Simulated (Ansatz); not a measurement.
# MgB2, one structure, two calculations

Cell: an entry of the Crystallography Open Database (COD), whose atoms a relaxation with PBE at fixed cell left in place.

```
Mg B
1.0
     3.08500    0.00000    0.00000
    -1.54250    2.67169    0.00000
     0.00000    0.00000    3.52300
Mg B
1 2
Direct
  0.00000 0.00000 0.00000
  0.33333 0.66667 0.50000
  0.66667 0.33333 0.50000
```

Sites (sets of like atoms) are named by element and the number of their first atom in this list.

First run. Computed with Ansatz: DFT, PBE, plane waves and PAW, scalar-relativistic, 420 eV cutoff, Γ-centred 17×17×13 k-points, Fermi–Dirac smearing 0.05 eV.

```tsv
site	atom	V_zz (10²¹ V/m²)	η
Mg	1	-0.29	0.00
B	2	1.68	0.00
```

Second run. The same atoms and settings, except that the functional is LDA.

Task: Given the first result, estimate the second.

Result: 

```tsv
site	atom	V_zz	η	change of V_zz
Mg	1	-0.27	0.00	+0.02
B	2	1.74	0.00	+0.06
```

The largest change of V_zz is on B, from 1.68 to 1.74.

With no gap above 0.1 eV, as in a metal, the gradients converge slowly in k; expect changes of a tenth or more on a denser mesh.
For the second run: At this cell the LDA pressure is -8 GPa, so with LDA the cell would shrink if it were relaxed.
